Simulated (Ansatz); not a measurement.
The elements of this relaxed trial crystal are hidden behind letters.

```
lattice vectors (Å)
   3.7245   -5.2677    0.0000
   3.7245    5.2677    0.0000
   0.0000    0.0000    3.7106
fractional positions
X 0.0000 0.0000 0.5000
Z 0.0000 0.5000 0.0000
Z 0.5000 0.5000 0.5000
Z 0.5000 0.0000 0.0000
Q 0.7343 0.7343 0.0000
Q 0.7428 0.2572 0.5000
Q 0.2572 0.7428 0.5000
Q 0.2657 0.2657 0.0000
```

These are results of DFT PBE, scalar-relativistic, plane waves, PAW in Ansatz, not measurements. The final run on the 8-atom cell used 420 eV, a Γ-centred 6×6×10 mesh, 0.10 eV smearing and no spin polarisation.

- Space group: Cmmm (No. 65)
- Conventional cell: a = 7.449 Å, b = 10.535 Å, c = 3.711 Å
- Volume per atom: 18.20 Å³
- Density: 5.11 g/cm³
- Formation energy: 0.00 eV/atom
- Gap on the 6×6×10 mesh of the 8-atom cell: 0 eV (a metal)

Energies are uncorrected and count from the elements' standard states at the same level.

Question: X is a p-block element of period 5, Z is a p-block element of period 4 and Q is a p-block element of period 3. Which elements are they?

Answer: X = In, Z = Ga, Q = P, so the formula is InGa3P4. Density times volume gives a mean mass of 5.11 × 18.20/1.6605 = 56.0 u per atom, and this set has 56.0 u. In is surrounded by 6 P at 2.71 Å; Ga on a site of symmetry 2/m has 6 P at 2.63–2.64 Å; P on a site of symmetry 2mm has 4 Ga at 2.55–2.64 Å and 2 In at 2.71 Å; 2 more sites not described. Other sets within the hints have nearly the same mass, so mass alone doesn't settle it; this one was computed.

Symmetry constrained the relaxation, so the result can be a saddle point. Another cell of InGa3P4 relaxed alike, in P-4m2, lies 0.37 eV/atom lower, so this cell isn't the stable form at this level.
